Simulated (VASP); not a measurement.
# GaN (F-43m) in VASP: settings compared

One crystal, GaN, is run at these levels: PBE, PBEsol; tasks: single point.

All numbers are computed with VASP 6.6.1; they aren't measurements. Logs are shortened: lines on timing, memory, paths and dates and some standing lists are left out, and cuts for length are marked.

**The experiment to reproduce.**

A printed reference work, textbook reports, for a bulk crystal of GaN at 0 K: band gap 3.299 eV (direct).

The runs below are set against these values where they give the same quantity.

### 1 The structure

It takes space group F-43m (No. 216, cubic). Conventional cell: a = 4.507 Å, b = 4.507 Å, c = 4.507 Å, α = 90.00°, β = 90.00°, γ = 90.00°. Ga (site symmetry -43m) is surrounded by 4 N at 1.95 Å. Around N (site symmetry -43m) lie 4 Ga at 1.95 Å.

The cell is a database's computed one.

### 2 Single point, PBE

INCAR

```
SYSTEM = GaN
PREC = Accurate
ENCUT = 520
EDIFF = 1E-7
ISMEAR = -1
SIGMA = 0.05
LREAL = .FALSE.
LASPH = .TRUE.
NELM = 100
ALGO = Normal
ISIF = 2
LWAVE = .FALSE.
LCHARG = .TRUE.
GGA = PE
LELF = .TRUE.
LVHAR = .TRUE.
NBANDS = 16
```

KPOINTS

```
regular mesh
0
G
  10 10 10
  0 0 0
```

POSCAR

```
GaN
1.0
    0.0000000000      2.2535006075      2.2535006075
    2.2535006075      0.0000000000      2.2535006075
    2.2535006075      2.2535006075      0.0000000000
Ga N
1 1
Direct
    0.0000000000      0.0000000000      0.0000000000
    0.2500000000      0.2500000000      0.2500000000
```

Potentials or basis: VASP PAW PBE potentials, release 64 (Ga_d, N).

Started as:

```console
$ cat potpaw_PBE.64/Ga_d/POTCAR potpaw_PBE.64/N/POTCAR > POTCAR
$ mpirun -np 1 vasp_std > vasp.out
```

OUTCAR:

```text
SYSTEM = GaN
   PREC = Accurate
   ENCUT = 520
   EDIFF = 1E-7
   ISMEAR = -1
   LREAL = .FALSE.
   LASPH = .TRUE.
   NELM = 100
   ISIF = 2
   GGA = PE

 ion  position               nearest neighbor table
   1  0.000  0.000  0.000-   2 1.95   2 1.95   2 1.95   2 1.95
   2  0.250  0.250  0.250-   1 1.95   1 1.95   1 1.95   1 1.95

  LATTYP: Found a face centered cubic cell.
 ALAT       =     4.5070012150

  Lattice vectors:

 A1 = (   0.0000000000,   2.2535006075,   2.2535006075)
 A2 = (   2.2535006075,   0.0000000000,   2.2535006075)
 A3 = (   2.2535006075,   2.2535006075,   0.0000000000)

Analysis of symmetry for initial positions (statically):
=====================================================================
 Subroutine PRICEL returns:
 Original cell was already a primitive cell.

 Routine SETGRP: Setting up the symmetry group for a
 face centered cubic supercell.

 Subroutine GETGRP returns: Found 24 space group operations
 (whereof 24 operations were pure point group operations)
 out of a pool of 48 trial point group operations.

The static configuration has the point symmetry T_d .

Analysis of symmetry for dynamics (positions and initial velocities):
=====================================================================
 Subroutine PRICEL returns:
 Original cell was already a primitive cell.

 Routine SETGRP: Setting up the symmetry group for a
 face centered cubic supercell.

 Subroutine GETGRP returns: Found 24 space group operations
 (whereof 24 operations were pure point group operations)
 out of a pool of 48 trial point group operations.

The dynamic configuration has the point symmetry T_d .

 Subroutine INISYM returns: Found 24 space group operations
 (whereof 24 operations are pure point group operations),
 and found     1 'primitive' translations

----------------------------------------------------------------------------------------

                                     Primitive cell

  volume of cell :      22.8877

  direct lattice vectors                    reciprocal lattice vectors
     0.000000000  2.253500607  2.253500607    -0.221877020  0.221877020  0.221877020
     2.253500607  0.000000000  2.253500607     0.221877020 -0.221877020  0.221877020
     2.253500607  2.253500607  0.000000000     0.221877020  0.221877020 -0.221877020

  length of vectors
     3.186931122  3.186931122  3.186931122     0.384302272  0.384302272  0.384302272

  position of ions in fractional coordinates (direct lattice)
     0.000000000  0.000000000  0.000000000
     0.250000000  0.250000000  0.250000000

  ion indices of the primitive-cell ions
   primitive index   ion index
                 1           1
                 2           2

----------------------------------------------------------------------------------------

 KPOINTS: regular mesh

Automatic generation of k-mesh.
 Grid dimensions read from file:
 generate k-points for:   10   10   10

 Generating k-lattice:

  Cartesian coordinates                     Fractional coordinates (reciprocal lattice)
    -0.022187702  0.022187702  0.022187702     0.100000000  0.000000000  0.000000000
     0.022187702 -0.022187702  0.022187702     0.000000000  0.100000000  0.000000000
     0.022187702  0.022187702 -0.022187702     0.000000000  0.000000000  0.100000000

  Length of vectors
     0.038430227  0.038430227  0.038430227

  Shift w.r.t. Gamma in fractional coordinates (k-lattice)
     0.000000000  0.000000000  0.000000000

 Subroutine IBZKPT returns following result:
 ===========================================

 Found     47 irreducible k-points:

 Following reciprocal coordinates:
            Coordinates               Weight
  0.000000  0.000000  0.000000      1.000000
  0.100000  0.000000  0.000000      8.000000
  0.200000  0.000000  0.000000      8.000000
  0.300000  0.000000  0.000000      8.000000
  0.400000  0.000000  0.000000      8.000000
  0.500000  0.000000  0.000000      4.000000
[... 39 lines left out ...]
 -0.300000  0.400000  0.200000     24.000000
 -0.300000  0.500000  0.200000     12.000000
   k-points           NKPTS =     47   k-points in BZ     NKDIM =     47   number of bands    NBANDS=     16
   number of dos      NEDOS =    301   number of ions     NIONS =      2
   total plane-waves  NPLWV =  13824
   dimension x,y,z NGX =    24 NGY =   24 NGZ =   24
   dimension x,y,z NGXF=    48 NGYF=   48 NGZF=   48
   ions per type =               1   1
   NGX,Y,Z   is equivalent  to a cutoff of  12.52, 12.52, 12.52 a.u.
   NGXF,Y,Z  is equivalent  to a cutoff of  25.04, 25.04, 25.04 a.u.
 SYSTEM =  GaN
   PREC   = accura    normal or accurate (medium, high low for compatibility)
   ISTART =      0    job   : 0-new  1-cont  2-samecut
   ICHARG =      2    charge: 1-file 2-atom 10-const
   ISPIN  =      1    spin polarized calculation?
   LNONCOLLINEAR =      F non collinear calculations
   LSORBIT =      F    spin-orbit coupling
   LASPH  =      T    aspherical Exc in radial PAW
   ENCUT  =  520.0 eV  38.22 Ry    6.18 a.u.   5.93  5.93  5.93*2*pi/ulx,y,z
   NELM   =    100;   NELMIN=  2; NELMDL= -5     # of ELM steps
   EDIFF  = 0.1E-06   stopping-criterion for ELM
   LREAL  =      F    real-space projection
   EDIFFG = 0.1E-05   stopping-criterion for IOM
   NSW    =      0    number of steps for IOM
   IBRION =     -1    ionic relax: 0-MD 1-quasi-New 2-CG
   NFREE  =      0    steps in history (QN), initial steepest desc. (CG)
   ISIF   =      2    stress and relaxation
   ISYM   =      2    0-nonsym 1-usesym 2-fastsym
   POTIM  = 0.5000    time-step for ionic-motion
   TEBEG  =    0.0;   TEEND  =   0.0 temperature during run
   PSTRESS=    0.0 pullay stress
   NELECT =      18.0000    total number of electrons
   NUPDOWN=      -1.0000    fix difference up-down
   EMIN   =  10.00;   EMAX   =-10.00  energy-range for DOS
   EFERMI =   0.00;   METHOD = LEGACY
   ISMEAR =    -1;   SIGMA  =   0.05  broadening in eV -4-tet -1-fermi 0-gaus
   EFERMI_NEDOS =   21; number of points for ismear=-14 and -15
   IALGO  =     38    algorithm
   IMIX   =      4    mixing-type and parameters
     AMIX     =   0.40;   BMIX     =  1.00
     AMIX_MAG =   1.60;   BMIX_MAG =  1.00
  volume/ion in A,a.u.               =      11.44        77.23
  Fermi-wavevector in a.u.,A,eV,Ry     =   1.511117  2.855596 31.068543  2.283473
  Thomas-Fermi vector in A             =   2.621216
   LORBIT       =      0    0 simple, 1 ext, 2 COOP (PROOUT), +10 PAW based schemes
   GGA     = PE    functional components
   LHFCALC =     F    Hartree Fock is set to
   AEXX    =    0.0000 exact exchange contribution
   IVDW    =     0    specifies the selected vdW correction
   LEPSILON=     F    determine dielectric tensor
   LRPA    =     F    only Hartree local field effects (RPA)
 non-spin polarized calculation
  energy-cutoff  :      520.00
  volume of cell :       22.89
 maximum number of plane-waves:       636
   NGX = 11   NGY = 11   NGZ = 11

 number of electron      18.0000004 magnetization

 Free energy of the ion-electron system (eV)
  ---------------------------------------------------
  ext. energy  EPLUGINS =         0.00000000
  ---------------------------------------------------
  free energy    TOTEN  =       -12.14320714 eV

  energy without entropy =      -12.14320714  energy(sigma->0) =      -12.14320714

 E-fermi :   6.1849     XC(G=0): -11.6669

 val. band max:        5.2811338964   @ k =   0.0000   0.0000   0.0000
 cond. band min:       7.0056180743   @ k =   0.0000   0.0000   0.0000
 fundamental gap:      1.7244841779
 Fermi energy:         6.1849244678

 k-point     1 :       0.0000    0.0000    0.0000
  band No.  band energies     occupation
      1     -10.6523      2.00000
      2      -8.1603      2.00000
      3      -8.1603      2.00000
      4      -8.1603      2.00000
      5      -7.8406      2.00000
      6      -7.8406      2.00000
[... 8 lines left out ...]
     15      24.1370      0.00000
     16      24.1370      0.00000

 k-point     2 :       0.1000    0.0000    0.0000
  band No.  band energies     occupation
      1     -10.5423      2.00000
      2      -8.1467      2.00000
      3      -8.1467      2.00000
      4      -8.1214      2.00000
      5      -7.8419      2.00000
      6      -7.8419      2.00000
[... 8 lines left out ...]
     15      22.8361      0.00000
     16      22.8487      0.00000

 k-point     3 :       0.2000    0.0000    0.0000
  band No.  band energies     occupation
      1     -10.2652      2.00000
      2      -8.1151      2.00000
      3      -8.1151      2.00000
      4      -7.9585      2.00000
      5      -7.8407      2.00000
      6      -7.8407      2.00000
[... 8 lines left out ...]
     15      22.0689      0.00000
     16      22.0689      0.00000

 k-point     4 :       0.3000    0.0000    0.0000
  band No.  band energies     occupation
      1      -9.9710      2.00000
      2      -8.0871      2.00000
      3      -8.0871      2.00000
      4      -7.8271      2.00000
      5      -7.8271      2.00000
      6      -7.5622      2.00000
[... 8 lines left out ...]
     15      22.5500      0.00000
     16      22.5500      0.00000
[... 628 lines left out ...]
 k-point    38 :      -0.4000    0.3000    0.1000
  band No.  band energies     occupation
      1      -9.6192      2.00000
      2      -8.0446      2.00000
      3      -7.9716      2.00000
      4      -7.8780      2.00000
      5      -7.8052      2.00000
      6      -6.2044      2.00000
[... 8 lines left out ...]
     15      24.7371      0.00000
     16      27.5280      0.00000

 k-point    39 :      -0.3000    0.3000    0.1000
  band No.  band energies     occupation
      1      -9.6326      2.00000
      2      -8.0490      2.00000
      3      -7.9785      2.00000
      4      -7.8675      2.00000
      5      -7.8228      2.00000
      6      -6.2944      2.00000
[... 8 lines left out ...]
     15      23.6735      0.00000
     16      27.4449      0.00000

 k-point    40 :      -0.2000    0.3000    0.1000
  band No.  band energies     occupation
      1      -9.7055      2.00000
      2      -8.0493      2.00000
      3      -8.0057      2.00000
      4      -7.8864      2.00000
      5      -7.8207      2.00000
      6      -6.8014      2.00000
[... 8 lines left out ...]
     15      23.9648      0.00000
     16      27.3159      0.00000

 [... further k-points ...]

------------------------ aborting loop because EDIFF is reached ----------------------------------------

  FORCE on cell =-STRESS in cart. coord.  units (eV):
  Direction    XX          YY          ZZ          XY          YZ          ZX
  --------------------------------------------------------------------------------------
  -------------------------------------------------------------------------------------
  Total        0.7234692      0.7234692      0.7234692      0.0000000      0.0000000      0.0000000
  in kB       50.6439504     50.6439504     50.6439504      0.0000000      0.0000000      0.0000000
  external PRESSURE =      50.6439504 kB  Pullay stress =       0.0000000 kB

 VOLUME and BASIS-vectors are now :
 -----------------------------------------------------------------------------
  energy-cutoff  :      520.00
  volume of cell :       22.89
      direct lattice vectors                 reciprocal lattice vectors
     0.000000000  2.253500607  2.253500607    -0.221877020  0.221877020  0.221877020
     2.253500607  0.000000000  2.253500607     0.221877020 -0.221877020  0.221877020
     2.253500607  2.253500607  0.000000000     0.221877020  0.221877020 -0.221877020

 POSITION                                       TOTAL-FORCE (eV/Angst)
 -----------------------------------------------------------------------------------
      0.00000      0.00000      0.00000        -0.000000     -0.000000     -0.000000
      1.12675      1.12675      1.12675         0.000000      0.000000      0.000000
 -----------------------------------------------------------------------------------
    total drift:                                0.000002      0.000002      0.000002

  FREE ENERGIE OF THE ION-ELECTRON SYSTEM (eV)
  ---------------------------------------------------
  free  energy   TOTEN  =       -12.1432071382 eV

  energy  without entropy=      -12.1432071379  energy(sigma->0) =      -12.14320714
```

It took 21 s on 1 thread of Intel Xeon Platinum 8375C at 2.90GHz (Ice Lake), shared host; peak memory 0.14 GiB.

Results:

- Free energy: -12.1432 eV
- Pressure: 5.1 GPa
- Band gap on the k mesh: 1.72 eV, direct

Levels at points of the mesh, in eV from the valence-band top:
```csv
k point,band 6,band 7,band 8,band 9,band 10,band 11,band 12,band 13
"(0.00, 0.00, 0.00)",-13.12,0.00,0.00,0.00,1.72,10.30,10.30,10.30
"(0.50, 0.00, 0.00)",-11.88,-7.04,-0.97,-0.97,4.64,8.73,10.37,10.37
"(0.50, 0.50, 0.00)",-11.45,-6.12,-2.70,-2.70,3.35,6.66,11.71,13.96
```

[end of part 1 of 2]
